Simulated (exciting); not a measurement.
# TaN (Fm-3m) in exciting: notebook

One crystal, TaN, is run at these levels: LDA; tasks: band structure.

All numbers are computed with exciting (release sodium); they aren't measurements. Logs are shortened: lines on timing, memory, paths and dates and some standing lists are left out, and cuts for length are marked.

## Step 1: The structure

It takes space group Fm-3m (No. 225, cubic). The conventional cell has a = 4.423 Å, b = 4.423 Å, c = 4.423 Å, α = 90.00°, β = 90.00°, γ = 90.00°. Around Ta (site symmetry m-3m) lie 6 N at 2.21 Å. N (site symmetry m-3m) is surrounded by 6 Ta at 2.21 Å.

The cell comes from a database or a generator and needn't be the stable form of this composition.

## Step 2: Band structure, LDA

input.xml reads:

```xml
<input>
  <title>TaN</title>
  <structure speciespath="./" tshift="false">
    <crystal scale="1">
      <basevect>0.000000000000 4.178794843086 4.178794843086</basevect>
      <basevect>4.178794843086 0.000000000000 4.178794843086</basevect>
      <basevect>4.178794843086 4.178794843086 0.000000000000</basevect>
    </crystal>
    <species speciesfile="Ta.xml" rmt="2.3">
      <atom coord="0.500000000000 0.500000000000 0.500000000000"/>
    </species>
    <species speciesfile="N.xml" rmt="1.45">
      <atom coord="0.000000000000 0.000000000000 0.000000000000"/>
    </species>
  </structure>
  <groundstate do="fromscratch" ngridk="10 10 10" rgkmax="7.5" gmaxvr="14" lmaxapw="10" lmaxmat="10" lmaxvr="8" xctype="LDA_PW" stype="Fermi Dirac" swidth="0.00183747" nempty="14" ValenceRelativity="iora*" epsengy="1e-05" epspot="1e-05" maxscl="60" outputlevel="normal"/>
  <properties>
    <bandstructure>
      <plot1d>
        <path steps="80">
          <point coord="0 0 0" label="G"/>
          <point coord="0.5 0 0.5" label="X"/>
          <point coord="0.5 0.25 0.75" label="W"/>
          <point coord="0.375 0.375 0.75" label="K"/>
          <point coord="0 0 0" label="G"/>
          <point coord="0.5 0.5 0.5" label="L"/>
          <point coord="0.625 0.25 0.625" label="U"/>
          <point coord="0.5 0.25 0.75" label="W"/>
          <point coord="0.5 0.5 0.5" label="L"/>
          <point coord="0.375 0.375 0.75" label="K" breakafter="true"/>
          <point coord="0.625 0.25 0.625" label="U"/>
          <point coord="0.5 0 0.5" label="X"/>
        </path>
      </plot1d>
    </bandstructure>
    <dos nwdos="300" winddos="-0.6 0.5" inttype="tetra" ngrdos="100" nsmdos="2"/>
  </properties>
</input>
```

Potentials or basis: all-electron LAPW+lo, shipped species files, valence relativity iora*.

Launch:

```console
$ OMP_NUM_THREADS=1 exciting_smp
```

INFO.OUT:

```text
================================================================================
EXCITING SODIUM started
[... 10 lines left out ...]

 Lattice vectors (cartesian) :
      0.0000000000      4.1787948431      4.1787948431
      4.1787948431      0.0000000000      4.1787948431
      4.1787948431      4.1787948431      0.0000000000

 Reciprocal lattice vectors (cartesian) :
     -0.7517939434      0.7517939434      0.7517939434
      0.7517939434     -0.7517939434      0.7517939434
      0.7517939434      0.7517939434     -0.7517939434

 Unit cell volume                           :     145.9429585208
 Brillouin zone volume                      :       1.6996381049

 Species :    1 (Ta)
     parameters loaded from                 :    Ta.xml
     name                                   :    tantalum
     nuclear charge                         :     -73.00000000
     electronic charge                      :      73.00000000
     atomic mass                            :  329847.84330000
     muffin-tin radius                      :       2.30000000
     # of radial points in muffin-tin       :     450

     atomic positions (lattice) :
       1 :   0.50000000  0.50000000  0.50000000

 Species :    2 (N)
     parameters loaded from                 :    N.xml
     name                                   :    nitrogen
     nuclear charge                         :      -7.00000000
     electronic charge                      :       7.00000000
     atomic mass                            :   25532.72506000
     muffin-tin radius                      :       1.45000000
     # of radial points in muffin-tin       :     250

     atomic positions (lattice) :
       1 :   0.00000000  0.00000000  0.00000000

 Total number of atoms per unit cell        :       2

 Spin treatment                             :    spin-unpolarised

 Number of Bravais lattice symmetries       :      48
 Number of crystal symmetries               :      48

 k-point grid                               :      10   10   10
 Total number of k-points                   :      47
 k-point set is reduced with crystal symmetries

 R^MT_min * |G+k|_max (rgkmax)              :       7.50000000
 Species with R^MT_min                      :       2 (N)
 Maximum |G+k| for APW functions            :       5.17241379
 Maximum |G| for potential and density      :      14.00000000

 G-vector grid sizes                        :      27    27    27
 Total number of G-vectors                  :    6735

 Maximum angular momentum used for
     APW functions                          :      10
     computing H and O matrix elements      :      10
     potential and density                  :       8
     inner part of muffin-tin               :       2

 Total nuclear charge                       :     -80.00000000
 Total electronic charge                    :      80.00000000
 Total core charge                          :      48.00000000
 Total valence charge                       :      32.00000000

 Number of empty states                     :      14
 Total number of valence states             :      31

 Maximum Hamiltonian size                   :     379
 Maximum number of plane-waves              :     348
 Total number of local-orbitals             :      31

 Exchange-correlation type                  :       3
     Perdew-Wang, Phys. Rev. B 45, 13244 (1992)

 Smearing scheme                            :    Fermi-Dirac
 Smearing width                             :       0.00183747

 Using multisecant Broyden potential mixing
[... 16 lines left out ...]
+ SCF iteration number :    1                                                  +
++++++++++++++++++++++++++++++++++++++++++++++++++++++++++++++++++++++++++++++++
 Total energy                               :    -15652.18970843
 _______________________________________________________________
 Fermi energy                               :         0.57954132
 Kinetic energy                             :     17594.02943784
 Coulomb energy                             :    -32931.45257929
 Exchange energy                            :      -306.73632259
 Correlation energy                         :        -8.03024439

 DOS at Fermi energy (states/Ha/cell)       :        21.91329283

 Electron charges :
     core                                   :        48.00000000
     core leakage                           :         0.00001750
     valence                                :        32.00000000
     interstitial                           :         4.12501174
     charge in muffin-tin spheres :
                  atom     1    Ta          :        69.78949956
                  atom     2     N          :         6.08548870
     total charge in muffin-tins            :        75.87498826
     total charge                           :        80.00000000

++++++++++++++++++++++++++++++++++++++++++++++++++++++++++++++++++++++++++++++++
+ SCF iteration number :    2                                                  +
++++++++++++++++++++++++++++++++++++++++++++++++++++++++++++++++++++++++++++++++
 Total energy                               :    -15670.67200303
 _______________________________________________________________
 Fermi energy                               :         0.58268609
 Kinetic energy                             :     17581.52839873
 Coulomb energy                             :    -32937.30456607
 Exchange energy                            :      -306.86662540
 Correlation energy                         :        -8.02921029

 DOS at Fermi energy (states/Ha/cell)       :        14.58128643

 Electron charges :
     core                                   :        48.00000000
     core leakage                           :         0.00001733
     valence                                :        32.00000000
     interstitial                           :         4.25447007
     charge in muffin-tin spheres :
                  atom     1    Ta          :        70.16199056
                  atom     2     N          :         5.58353937
     total charge in muffin-tins            :        75.74552993
     total charge                           :        80.00000000

 RMS change in effective potential (target) :  0.838025E-01  ( 0.100000E-04)
 Absolute change in total energy   (target) :   18.4823      ( 0.100000E-04)
 Charge distance                   (target) :  0.134621E-01  ( 0.100000E-04)

++++++++++++++++++++++++++++++++++++++++++++++++++++++++++++++++++++++++++++++++
+ SCF iteration number :    3                                                  +
++++++++++++++++++++++++++++++++++++++++++++++++++++++++++++++++++++++++++++++++
 Total energy                               :    -15672.66491603
 _______________________________________________________________
 Fermi energy                               :         0.58706674
 Kinetic energy                             :     17579.70076630
 Coulomb energy                             :    -32937.47384087
 Exchange energy                            :      -306.86305449
 Correlation energy                         :        -8.02878697

 DOS at Fermi energy (states/Ha/cell)       :        18.95643437

 Electron charges :
     core                                   :        48.00000000
     core leakage                           :         0.00001729
     valence                                :        32.00000000
     interstitial                           :         4.26736102
     charge in muffin-tin spheres :
                  atom     1    Ta          :        70.25046810
                  atom     2     N          :         5.48217088
     total charge in muffin-tins            :        75.73263898
     total charge                           :        80.00000000
[... 268 lines left out ...]
 DOS at Fermi energy (states/Ha/cell)       :        20.88790977

 Electron charges :
     core                                   :        48.00000000
     core leakage                           :         0.00001716
     valence                                :        32.00000000
     interstitial                           :         4.24766136
     charge in muffin-tin spheres :
                  atom     1    Ta          :        70.27258358
                  atom     2     N          :         5.47975506
     total charge in muffin-tins            :        75.75233864
     total charge                           :        80.00000000

 RMS change in effective potential (target) :  0.982287E-09  ( 0.100000E-04)
 Absolute change in total energy   (target) :  0.137903E-05  ( 0.100000E-04)
 Charge distance                   (target) :  0.120476E-08  ( 0.100000E-04)

++++++++++++++++++++++++++++++++++++++++++++++++++++++++++++++++++++++++++++++++
+ SCF iteration number :   14                                                  +
++++++++++++++++++++++++++++++++++++++++++++++++++++++++++++++++++++++++++++++++
 Total energy                               :    -15671.37809398
 _______________________________________________________________
 Fermi energy                               :         0.60121981
 Kinetic energy                             :     17580.61627521
 Coulomb energy                             :    -32937.11066432
 Exchange energy                            :      -306.85476572
 Correlation energy                         :        -8.02893915

 DOS at Fermi energy (states/Ha/cell)       :        20.88791043

 Electron charges :
     core                                   :        48.00000000
     core leakage                           :         0.00001716
     valence                                :        32.00000000
     interstitial                           :         4.24766136
     charge in muffin-tin spheres :
                  atom     1    Ta          :        70.27258359
                  atom     2     N          :         5.47975505
     total charge in muffin-tins            :        75.75233864
     total charge                           :        80.00000000

 RMS change in effective potential (target) :  0.606706E-09  ( 0.100000E-04)
 Absolute change in total energy   (target) :  0.360105E-07  ( 0.100000E-04)
 Charge distance                   (target) :  0.125306E-09  ( 0.100000E-04)

++++++++++++++++++++++++++++++++++++++++++++++++++++++++++++++++++++++++++++++++
| Convergency criteria checked for the last 2 iterations                       +
| Convergence targets achieved. Performing final SCF iteration                 +
++++++++++++++++++++++++++++++++++++++++++++++++++++++++++++++++++++++++++++++++
 Total energy                               :    -15671.37809369
 _______________________________________________________________
 Fermi energy                               :         0.60121981
 Kinetic energy                             :     17580.61627532
 Coulomb energy                             :    -32937.11066415
 Exchange energy                            :      -306.85476572
 Correlation energy                         :        -8.02893915

 DOS at Fermi energy (states/Ha/cell)       :        20.88791228

 Electron charges :
     core                                   :        48.00000000
     core leakage                           :         0.00001716
     valence                                :        32.00000000
     interstitial                           :         4.24766135
     charge in muffin-tin spheres :
                  atom     1    Ta          :        70.27258359
                  atom     2     N          :         5.47975506
     total charge in muffin-tins            :        75.75233865
     total charge                           :        80.00000000

++++++++++++++++++++++++++++++++++++++++++++++++++++++++++++++++++++++++++++++++
[... 7 lines left out ...]

--------------------------------------------------------------------------------
- CAUTION! Warnings have been written in file WARNING.OUT !                    -
--------------------------------------------------------------------------------
================================================================================
| EXCITING SODIUM stopped                                                      =
================================================================================
```

Wall time 2.6 min (1 thread of Arm Neoverse V1, shared host); peak memory 0.12 GiB.

What came out:

```yaml
Free_energy: -426439.9287 eV
Band_gap_on_the_k_mesh: none (metal or under the smearing width)
All_electrons_inside_the_program's_atomic_spheres: Ta 70.27; N 5.48 (radii Ta 2.3, N 1.45 bohr)
```

Levels at the corners of the path, in eV from the Fermi level:
| point | band 14 | band 15 | band 16 | band 17 | band 18 | band 19 |
| --- | --- | --- | --- | --- | --- | --- |
| Γ | -3.73 | -3.73 | -2.10 | -2.10 | -2.10 | -0.02 |
| X | -5.37 | -4.54 | -4.54 | 1.98 | 3.41 | 3.41 |
| W | -6.67 | -6.67 | -0.20 | -0.20 | 3.43 | 3.93 |
| K | -6.70 | -6.08 | -2.20 | 2.38 | 2.45 | 4.42 |
| Γ | -3.73 | -3.73 | -2.10 | -2.10 | -2.10 | -0.02 |
| L | -7.46 | -7.46 | 1.80 | 1.80 | 1.91 | 3.84 |
| U | -6.70 | -6.08 | -2.20 | 2.38 | 2.45 | 4.42 |
| W | -6.67 | -6.67 | -0.20 | -0.20 | 3.43 | 3.93 |
| L | -7.46 | -7.46 | 1.80 | 1.80 | 1.91 | 3.84 |
| K | -6.70 | -6.08 | -2.20 | 2.38 | 2.45 | 4.42 |
| U | -6.70 | -6.08 | -2.20 | 2.38 | 2.45 | 4.42 |
| X | -5.37 | -4.54 | -4.54 | 1.98 | 3.41 | 3.41 |

States per cell in windows of 0.5 eV (zero at the Fermi level; states under -8 eV left out):
| from (eV) | total |
| --- | --- |
| -8.0 | 0.34 |
| -7.5 | 0.89 |
| -7.0 | 1.61 |
| -6.5 | 0.84 |
| -6.0 | 0.52 |
| -5.5 | 0.32 |
| -5.0 | 0.16 |
| -4.5 | 0.09 |
| -4.0 | 0.09 |
| -3.5 | 0.13 |
| -3.0 | 0.18 |
| -2.5 | 0.22 |
| -2.0 | 0.28 |
| -1.5 | 0.32 |
| -1.0 | 0.38 |
| -0.5 | 0.40 |
| 0.0 | 0.46 |
| 0.5 | 0.57 |
| 1.0 | 0.69 |
| 1.5 | 1.10 |
| 2.0 | 0.91 |
| 2.5 | 0.79 |
| 3.0 | 0.71 |
| 3.5 | 0.52 |
| 4.0 | 0.57 |
| 4.5 | 0.72 |
| 5.0 | 0.42 |
| 5.5 | 0.33 |
| 6.0 | 0.33 |
| 6.5 | 0.37 |
| 7.0 | 0.37 |
| 7.5 | 0.43 |

Caveat: the log's total energy holds no entropy term; the free energy is that total less TS from the occupations; the tetrahedron DOS on this energy grid can lose part of the weight of narrow d or f bands; spin-orbit coupling is left out, which moves the levels of the heavy elements.

(Continued in part 2 of 2.)
